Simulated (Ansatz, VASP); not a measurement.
# WSe2: VASP beside Ansatz

```xyz
3
Lattice="3.2855 0.0000 0.0000 -1.6427 2.8453 0.0000 0.0000 0.0000 32.7376" Properties=species:S:1:pos:R:3 pbc="T T T"
Se    0.0000    1.8969   14.6841
Se    0.0000    1.8969   18.0535
W     1.6427    0.9484   16.3688
```

Alike in both runs: task single point; functional PBE; dispersion D3(BJ); k mesh 9 × 9 × 1; occupations gaussian, width 0.02 eV; no spin polarisation.

```csv
,VASP,Ansatz
version,VASP 6.6.1,Ansatz 0.2.0
potentials or method,"VASP PAW PBE potentials, release 64 (Se, W_sv)","scalar-relativistic, plane waves, PAW"
plane-wave cutoff (eV),520,420
valence electrons in the cell,26,46
```

|  | VASP | Ansatz | Ansatz less VASP |
| --- | --- | --- | --- |
| gap on the k mesh at the Fermi level (eV) | 1.67 | 1.67 | +0.003 |
| least direct gap on the mesh (eV) | 1.67 | 1.67 | +0.003 |
| rms of the force components (eV/Å) | 0.022 | 0.000 | -0.0220 |

The two sets of potentials don't hold the same shells in valence.

Caveats: spin-orbit coupling is left out, which moves the levels of the heavy elements. A hybrid or GW would open this gap; PBE tends to underestimate it.
